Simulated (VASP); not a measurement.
# Mg8S7 (a cell with a defect) in VASP: a series of runs

The runs below take Mg8S7 (a cell with a defect) through single point, with PBE.

Everything below comes from runs of VASP 6.6.1. Logs are shortened: lines on timing, memory, paths and dates and some standing lists are left out, and cuts for length are marked.

## Step 1: Starting point

The cell holds a defect, 15 atoms: a = 7.421 Å, b = 7.421 Å, c = 7.421 Å, α = 60.00°, β = 60.00°, γ = 60.00°.

## Step 2: Single point, PBE

Input file INCAR:

```
  ALGO = Fast
  EDIFF = 1E-6
  ENCUT = 520
  GGA = PE
  ISIF = 2
  ISMEAR = -1
  LASPH = T
  LCHARG = F
  LREAL = Auto
  LWAVE = F
  NBANDS = 42
  NELM = 60
  PREC = Accurate
  SIGMA = 0.1
```

Input file KPOINTS:

```
k-points
0
Gamma
  2 2 2
```

Input file POSCAR:

```
Mg8S7
1.0
    0.0000000000      5.2477720000      5.2477720000
    5.2477720000      0.0000000000      5.2477720000
    5.2477720000      5.2477720000      0.0000000000
Mg S
8 7
Direct
    0.0295150971     -0.0095458606     -0.0109658918
    0.0010858894     -0.0369241461      0.5358257752
    0.0016635631      0.5357023895     -0.0368455413
   -0.0317039307      0.5116483719      0.5103386733
    0.4905122593     -0.0093410118     -0.0107013986
    0.5003705382      0.0577724223      0.4429585546
    0.5002364813      0.4445160727      0.0564094629
    0.5088631899      0.5124125057      0.5110275370
    0.2352793719      0.2505700514      0.2493445790
    0.2417425910      0.2740446803      0.7421149394
    0.2420271879      0.7433692813      0.2722794550
    0.7660107947      0.2503597717      0.2493307636
    0.7591231098      0.2251511689      0.7561523252
    0.7593699764      0.7573759874      0.2233659351
    0.5027015274      0.7479745690      0.7461583697
```

Potentials or basis: VASP PAW PBE potentials, release 64 (Mg, S).

Run with:

```bash
cat potpaw_PBE.64/Mg/POTCAR potpaw_PBE.64/S/POTCAR > POTCAR
mpirun -np 1 vasp_std > vasp.out
```

OUTCAR:

```text
EDIFF = 1E-6
   ENCUT = 520
   GGA = PE
   ISIF = 2
   ISMEAR = -1
   LASPH = T
   LREAL = Auto
   NELM = 60
   PREC = Accurate

 ion  position               nearest neighbor table
   1  0.030  0.990  0.989-  11 2.61  10 2.62  14 2.65  13 2.65  12 2.73  15 3.07   5 3.42   2 3.58
                             3 3.59
   2  0.001  0.963  0.536-  13 2.54  11 2.54  12 2.75   9 2.75   3 3.17   8 3.57   4 3.58   1 3.58
                             5 3.59
   3  0.002  0.536  0.963-  14 2.53  10 2.54   9 2.74  12 2.75   2 3.17   8 3.57   1 3.59   4 3.59
                             5 3.60
   4  0.968  0.512  0.510-  13 2.62  14 2.62  10 2.66  11 2.66   9 2.74  15 3.01   8 3.40   2 3.58
                             3 3.59
   5  0.491  0.991  0.989-  11 2.61  10 2.62  14 2.65  13 2.65   9 2.73  15 3.07   1 3.42   2 3.59
                             3 3.60
   6  0.500  0.058  0.443-  15 2.27  12 2.43   9 2.44  10 2.72  14 2.75   7 2.87
   7  0.500  0.445  0.056-  15 2.28  12 2.44   9 2.44  11 2.72  13 2.74   6 2.87
   8  0.509  0.512  0.511-  13 2.62  14 2.62  10 2.66  11 2.66  12 2.75  15 3.00   4 3.40   2 3.57
                             3 3.57
   9  0.235  0.251  0.249-   6 2.44   7 2.44   5 2.73   4 2.74   3 2.74   2 2.75
  10  0.242  0.274  0.742-   3 2.54   1 2.62   5 2.62   4 2.66   8 2.66   6 2.72
  11  0.242  0.743  0.272-   2 2.54   5 2.61   1 2.61   4 2.66   8 2.66   7 2.72
  12  0.766  0.250  0.249-   6 2.43   7 2.44   1 2.73   3 2.75   8 2.75   2 2.75
  13  0.759  0.225  0.756-   2 2.54   8 2.62   4 2.62   5 2.65   1 2.65   7 2.74
  14  0.759  0.757  0.223-   3 2.53   8 2.62   4 2.62   5 2.65   1 2.65   6 2.75
  15  0.503  0.748  0.746-   6 2.27   7 2.28   8 3.00   4 3.01   1 3.07   5 3.07

  LATTYP: Found a face centered cubic cell.
 ALAT       =    10.4955440000

  Lattice vectors:

 A1 = (   0.0000000000,   5.2477720000,   5.2477720000)
 A2 = (   5.2477720000,   0.0000000000,   5.2477720000)
 A3 = (   5.2477720000,   5.2477720000,   0.0000000000)

Analysis of symmetry for initial positions (statically):
=====================================================================
 Subroutine PRICEL returns:
 Original cell was already a primitive cell.

 Routine SETGRP: Setting up the symmetry group for a
 face centered cubic supercell.

 Subroutine GETGRP returns: Found  1 space group operations
 (whereof  1 operations were pure point group operations)
 out of a pool of 48 trial point group operations.

The static configuration has the point symmetry C_1 .

Analysis of symmetry for dynamics (positions and initial velocities):
=====================================================================
 Subroutine PRICEL returns:
 Original cell was already a primitive cell.
[... 139 lines left out ...]
  Fermi-wavevector in a.u.,A,eV,Ry     =   0.958442  1.811193 12.498464  0.918611
  Thomas-Fermi vector in A             =   2.087550
   LORBIT       =      0    0 simple, 1 ext, 2 COOP (PROOUT), +10 PAW based schemes
   GGA     = PE    functional components
   LHFCALC =     F    Hartree Fock is set to
   AEXX    =    0.0000 exact exchange contribution
   IVDW    =     0    specifies the selected vdW correction
   LEPSILON=     F    determine dielectric tensor
   LRPA    =     F    only Hartree local field effects (RPA)
 non-spin polarized calculation
 RMM-DIIS sequential band-by-band and
  energy-cutoff  :      520.00
  volume of cell :      289.04
 maximum number of plane-waves:      7799
 NGX is ok and might be reduce to    56
   NGX = 27   NGY = 27   NGZ = 27

 number of electron      58.0000002 magnetization

 Free energy of the ion-electron system (eV)
  ---------------------------------------------------
  ext. energy  EPLUGINS =         0.00000000
  ---------------------------------------------------
  free energy    TOTEN  =       -57.09416696 eV

  energy without entropy =      -56.96829982  energy(sigma->0) =      -57.03123339

 E-fermi :   5.4163     XC(G=0):  -9.2768

 val. band max:        5.4021973147   @ k =   0.5000   0.0000   0.5000
 cond. band min:       5.4350075496   @ k =   0.5000   0.5000   0.5000
 fundamental gap:      0.0328102349
 Fermi energy:         5.4162885386

 k-point     1 :       0.0000    0.0000    0.0000
  band No.  band energies     occupation
      1      -9.4812      2.00000
      2      -8.3777      2.00000
      3      -8.3484      2.00000
      4      -8.3309      2.00000
      5      -8.3282      2.00000
      6      -7.9877      2.00000
[... 341 lines left out ...]
     40       8.7088      0.00000
     41       8.9422      0.00000
 [bands above 41 left out]

------------------------ aborting loop because EDIFF is reached ----------------------------------------

  FORCE on cell =-STRESS in cart. coord.  units (eV):
  Direction    XX          YY          ZZ          XY          YZ          ZX
  --------------------------------------------------------------------------------------
  -------------------------------------------------------------------------------------
  Total        1.5258739      1.6993824      1.7123772     -0.0026951     -4.2298940     -0.0012292
  in kB        8.4581298      9.4199118      9.4919435     -0.0149393    -23.4468872     -0.0068139
  external PRESSURE =       9.1233284 kB  Pullay stress =       0.0000000 kB

 VOLUME and BASIS-vectors are now :
 -----------------------------------------------------------------------------
  energy-cutoff  :      520.00
  volume of cell :      289.04
      direct lattice vectors                 reciprocal lattice vectors
     0.000000000  5.247772000  5.247772000    -0.095278530  0.095278530  0.095278530
     5.247772000  0.000000000  5.247772000     0.095278530 -0.095278530  0.095278530
     5.247772000  5.247772000  0.000000000     0.095278530  0.095278530 -0.095278530

 POSITION                                       TOTAL-FORCE (eV/Angst)
 -----------------------------------------------------------------------------------
     10.38790      5.34511      5.35257        -0.007550     -0.001063      0.000114
      7.86589      2.81759      5.05970         0.002238     -0.032962      0.036855
      7.86566      5.06314      2.81997         0.001712      0.025571     -0.028869
      5.36316      7.75954      7.76641         0.021219     -0.007531     -0.005439
     10.39037      7.76571      7.77285        -0.006039     -0.000014      0.001433
      2.62772      4.95038      2.92901         0.018336      0.001332     -0.009913
      2.62874      2.92115      4.95785         0.017877     -0.015440      0.014710
      5.37078      5.35215      5.35942         0.020214      0.005258      0.006388
      2.62344      2.54320      2.54963        -0.006926     -0.034608     -0.036049
      5.33257      5.16306      2.70673        -0.022799     -0.008989      0.010652
      5.32989      2.69896      5.17114        -0.010155      0.013606     -0.014668
      2.62226      5.32828      5.33368        -0.004886      0.028771      0.033429
      5.14966      7.95182      5.16525        -0.003370      0.019210     -0.017701
      5.14671      5.15717      7.95954         0.007511     -0.014347      0.017688
      7.84087      6.55373      6.56326        -0.027379      0.021207     -0.008630
 -----------------------------------------------------------------------------------
    total drift:                                0.003396      0.000977     -0.003863

  FREE ENERGIE OF THE ION-ELECTRON SYSTEM (eV)
  ---------------------------------------------------
  free  energy   TOTEN  =       -57.0941669617 eV

  energy  without entropy=      -56.9682998194  energy(sigma->0) =      -57.03123339
```

OSZICAR:

```text
N       E                     dE             d eps       ncg     rms          rms(c)
DAV:   1     0.260245683591E+03    0.26025E+03   -0.22299E+04   672   0.113E+03
DAV:   2    -0.310157661870E+02   -0.29126E+03   -0.27834E+03   864   0.183E+02
DAV:   3    -0.600777390352E+02   -0.29062E+02   -0.28813E+02   832   0.609E+01
DAV:   4    -0.606557208918E+02   -0.57798E+00   -0.57560E+00   840   0.101E+01
DAV:   5    -0.606672340818E+02   -0.11513E-01   -0.11508E-01   880   0.144E+00    0.133E+01
RMM:   6    -0.573724431634E+02    0.32948E+01   -0.60214E+00   685   0.664E+00    0.911E+00
RMM:   7    -0.571359276776E+02    0.23652E+00   -0.37318E+00   724   0.527E+00    0.556E+00
RMM:   8    -0.571785830738E+02   -0.42655E-01   -0.97844E-01   709   0.295E+00    0.235E+00
RMM:   9    -0.570911971977E+02    0.87386E-01   -0.22510E-01   823   0.142E+00    0.333E-01
RMM:  10    -0.570943068634E+02   -0.31097E-02   -0.35723E-02   852   0.625E-01    0.193E-01
RMM:  11    -0.570941258455E+02    0.18102E-03   -0.30002E-03   855   0.230E-01    0.527E-02
RMM:  12    -0.570941407017E+02   -0.14856E-04   -0.87299E-04   841   0.116E-01    0.238E-02
RMM:  13    -0.570941640241E+02   -0.23322E-04   -0.24400E-04   894   0.599E-02    0.951E-03
RMM:  14    -0.570941658013E+02   -0.17772E-05   -0.41254E-05   865   0.275E-02    0.627E-03
RMM:  15    -0.570941670528E+02   -0.12515E-05   -0.96296E-06   796   0.130E-02    0.318E-03
RMM:  16    -0.570941669617E+02    0.91197E-07   -0.21914E-06   616   0.610E-03
   1 F= -.57094167E+02 E0= -.57031233E+02  d E =-.125867E+00
```

stdout:

```text
POSCAR found type information on POSCAR MgS
 POSCAR found :  2 types and      15 ions
 scaLAPACK will be used
 LDA part: xc-table for (Slater+PW92), standard interpolation
 POSCAR, INCAR and KPOINTS ok, starting setup
 FFT: planning ... GRIDC
 FFT: planning ... GRID_SOFT
 FFT: planning ... GRID
 WAVECAR not read
 entering main loop
```

Wall time 1.8 min (1 thread of AMD EPYC 9R45 (Zen 5), shared host); peak memory 0.38 GiB.

What came out:

* Free energy: -57.0942 eV
* Pressure: 0.9 GPa
* Largest force: 0.050 eV/Å
* Band gap on the k mesh: none (metal or under the smearing width)

Forces on the atoms (eV/Å):
```
Mg  -0.008 -0.001  0.000
Mg   0.002 -0.033  0.037
Mg   0.002  0.026 -0.029
Mg   0.021 -0.008 -0.005
Mg  -0.006  0.000  0.001
Mg   0.018  0.001 -0.010
Mg   0.018 -0.015  0.015
Mg   0.020  0.005  0.006
S   -0.007 -0.035 -0.036
S   -0.023 -0.009  0.011
S   -0.010  0.014 -0.015
S   -0.005  0.029  0.033
S   -0.003  0.019 -0.018
S    0.008 -0.014  0.018
S   -0.027  0.021 -0.009
```

Caveat: the k mesh is coarse (spacing up to 0.52 Å⁻¹), so the values aren't converged.

[end of part 1 of 2]
